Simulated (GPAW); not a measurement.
Set up this calculation in GPAW 26.7.0, as an ASE script.

* Task: relaxation of cell and atoms
* Functional: PBEsol
* Potentials or basis: PAW data sets generated in the run's folder for this functional
* Cutoff: 600 eV
* Basis: pw
* k mesh: 9 × 9 × 9
* Occupations: fermi-dirac, width 0.05 eV
* Spin: no spin polarisation
* Target pressure: 20 GPa
* Maxiter: 150
* Optimizer: BFGS
* Fmax: 0.02 eV/Å
* Max steps: 60
* Target pressure: 20 GPa
* Convergence: density=1e-05 forces=0.0001

Crystal: Bi.

```
CELL_PARAMETERS angstrom
-1.98143 1.98143 1.98143
1.98143 -1.98143 1.98143
1.98143 1.98143 -1.98143
ATOMIC_POSITIONS crystal
Bi 0.00000 0.00000 0.00000
```

This isn't the form of Bi at room conditions, which is rhombohedral.

One way to write it, as run:

run.py

```python
from ase import Atoms
from ase.filters import FrechetCellFilter
from ase.io import write
from ase.optimize import BFGS
from ase.units import GPa
from gpaw import GPAW, PW, setup_paths

setup_paths.insert(0, '.')

atoms = Atoms(['Bi'],
              cell=[[-1.9814305318, 1.9814305318, 1.9814305318],
                    [1.9814305318, -1.9814305318, 1.9814305318],
                    [1.9814305318, 1.9814305318, -1.9814305318]],
              scaled_positions=[[0.0, 0.0, 0.0]],
              pbc=True)

calc = GPAW(mode=PW(600),
            xc='PBEsol',
            kpts={'size': (9, 9, 9), 'gamma': True},
            occupations={'name': 'fermi-dirac', 'width': 0.05},
            nbands=15,
            convergence={'density': 1e-05, 'forces': 0.0001},
            maxiter=150,
            txt='gpaw.txt')
atoms.calc = calc
opt = BFGS(FrechetCellFilter(atoms, scalar_pressure=20 * GPa), trajectory='relax.traj', logfile='-')
done = opt.run(fmax=0.02, steps=60)
calc.write('gs.gpw')
write('result.traj', atoms)
print('Converged:', done)
print('Cell:', atoms.cell.cellpar().round(4))
print('Volume:', round(atoms.get_volume(), 4))
print(atoms.get_scaled_positions().round(5))
```

Potentials or basis: PAW data sets generated in the run's folder for this functional, pw.

Run with:

```bash
$ gpaw-setup -f PBEsol Bi
$ OMP_NUM_THREADS=1 python run.py
```

Results of the run:

```json
{
 "Relaxed volume": "24.31 Å³/atom",
 "Relaxed cell": "a = 3.161 Å, b = 3.161 Å, c = 3.161 Å, α = 109.47°, β = 109.47°, γ = 109.47°",
 "Space group after relaxing (to 0.05 Å)": "Im-3m (No. 229)",
 "Energy change on relaxing (the enthalpy is what falls)": "+278.4 meV/atom",
 "Ionic steps": "5",
 "Pressure after relaxing": "20.0 GPa",
 "Band gap on the k mesh": "none (metal or under the smearing width)"
}
```

Caveat: later steps reuse the first step's grids; the volume moved by over 15 % at a fixed basis, so the end points are rough; spin-orbit coupling is left out, which moves the levels of the heavy elements.

It took 46 s on 1 thread of Arm Neoverse V1 (shared host), peak memory 0.17 GiB.
